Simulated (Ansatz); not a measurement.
# CdS: frozen-core PAW against all-electron methods

```
CELL_PARAMETERS angstrom
4.13480 0.02067 0.02067
-2.04950 3.57050 0.00757
0.03374 0.03374 6.74900
ATOMIC_POSITIONS crystal
Cd 0.33333 0.66667 0.00000
Cd 0.66667 0.33333 0.50000
S 0.33333 0.66667 0.38500
S 0.66667 0.33333 0.88500
```

Atom numbers follow the list: Cd1, Cd2, S3, S4.

The cell is COD entry 9008862, as deposited and not checked against the literature; nothing was relaxed. It differs from other determinations. The listed cell was then made from it by scaling, straining or moving an atom.

All numbers are computed: DFT, PBE, PAW with Ansatz's default frozen-core files, scalar-relativistic (Ansatz 0.2.0); DFT, PBE, all-electron PAW with datasets made for the crystal, scalar-relativistic (Ansatz 0.2.0); DFT, PBE, all-electron LAPW, scalar-relativistic (Ansatz 0.2.0).

For PAW: a Γ-centred 7×7×4 k mesh, Fermi–Dirac smearing of 0.01 eV, cutoff 420 eV, no spin polarisation. The crystal-made all-electron datasets (AE datasets) take a cutoff of 260 eV at this cell. LAPW targets a basis error of 1 meV/atom. The Ansatz runs share mesh, smearing and spin set-up. Plane-wave (PAW) pressures include the program's estimate of the Pulay term.

Stress and pressure are positive in compression.

The change that made this cell: equal xy, yz and zx engineering shear strains of +1 %.

```json
{"quantity": "pressure (GPa)", "PAW": "2.54", "AE datasets": "2.57", "LAPW": "2.57"}
{"quantity": "stress xx (GPa)", "PAW": "3.29", "AE datasets": "3.32", "LAPW": "3.33"}
{"quantity": "stress zz (GPa)", "PAW": "1.04", "AE datasets": "1.06", "LAPW": "1.07"}
{"quantity": "stress yz (GPa)", "PAW": "-0.23", "AE datasets": "-0.23", "LAPW": "-0.23"}
{"quantity": "stress xz (GPa)", "PAW": "-0.23", "AE datasets": "-0.23", "LAPW": "-0.23"}
{"quantity": "stress xy (GPa)", "PAW": "-0.43", "AE datasets": "-0.43", "LAPW": "-0.43"}
{"quantity": "force on Cd1, z (eV/Å)", "PAW": "0.262", "AE datasets": "0.263", "LAPW": "0.263"}
{"quantity": "force on Cd2, z (eV/Å)", "PAW": "0.261", "AE datasets": "0.261", "LAPW": "0.261"}
{"quantity": "force on S3, z (eV/Å)", "PAW": "-0.260", "AE datasets": "-0.261", "LAPW": "-0.261"}
{"quantity": "force on S4, z (eV/Å)", "PAW": "-0.263", "AE datasets": "-0.263", "LAPW": "-0.263"}
{"quantity": "band gap (eV)", "PAW": "1.210", "AE datasets": "1.211", "LAPW": "1.211"}
```

PAW's pressure differs from the LAPW value by -0.03 GPa. Datasets made for the crystal and LAPW share parts of one code, so their agreement isn't an independent check.
